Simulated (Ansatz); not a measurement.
# Bi2Te3 (R-3m): a single-point run

Aim: a sound single-point run of Bi2Te3 (R-3m). The structure is shown as the input types it.

Method: DFT PBE, scalar-relativistic, plane waves, PAW, in Ansatz 0.2.0.

1 further run of the same task is left out (it didn't finish). Runs told in other sessions of the task aren't counted.

## 1. The structure to begin with

The structure is trigonal, space group R-3m (No. 166). The conventional cell has a = 3.560 Å, b = 3.560 Å, c = 25.559 Å, α = 90.00°, β = 90.00°, γ = 120.00°. Around Bi (site symmetry 3m) lie 6 Te at 2.47 to 2.63 Å. Te (site symmetry -3m) is surrounded by 6 Bi at 2.63 Å. Te (site symmetry 3m) is surrounded by 3 Bi at 2.47 Å.

Structure file:

```
Bi Te
1.0
     1.77985    1.02759    8.51958
    -1.77985    1.02759    8.51958
     0.00000   -2.05519    8.51958
Bi Te
2 3
Direct
  0.39761 0.39761 0.39761
  0.60239 0.60239 0.60239
  0.00000 0.00000 0.00000
  0.21523 0.21523 0.21523
  0.78477 0.78477 0.78477
```

## 2. Running it

The input, input.yaml:

```yaml
crystal:
  lattice:
    - [1.77984512, 1.02759406, 8.51957961]
    - [-1.77984512, 1.02759406, 8.51957961]
    - [0.0, -2.05518812, 8.51957961]
  atoms:
    - { symbol: Bi, position: [0.3976135335, 0.3976135335, 0.3976135335] }
    - { symbol: Bi, position: [0.6023864665, 0.6023864665, 0.6023864665] }
    - { symbol: Te, position: [0.0, 0.0, 0.0] }
    - { symbol: Te, position: [0.21523085, 0.21523085, 0.21523085] }
    - { symbol: Te, position: [0.78476915, 0.78476915, 0.78476915] }
basis:
  ecutwfc: 420
  ecutrho_ratio: 4
kpoints:
  mp_grid: { grid: [8, 8, 8] }
hamiltonian:
  xc: pbe
scf:
  occupations: { method: gaussian, width: 0.05 }
  max_iter: 60
output:
  forces: true
  stress: true
```

Command:

```sh
$ ansatz run input.yaml --threads 4 --pin off --max-ram 7168MiB --backend cpu --events-out ev --progress --plain --runs-dir out
```

**Question.** How will this run end, and is anything wrong with its input?

This run ends as converged. It gives a pressure of 129 GPa and a largest force of 11.2 eV/Å, which is large; a structure far from rest gives such values too, whatever the setting.

All distances are much too short, so cores begin to overlap. The shortest distance in the input is 2.47 Å, between atoms 1 (Bi) and 5 (Te).

Fix: restore the intended size.
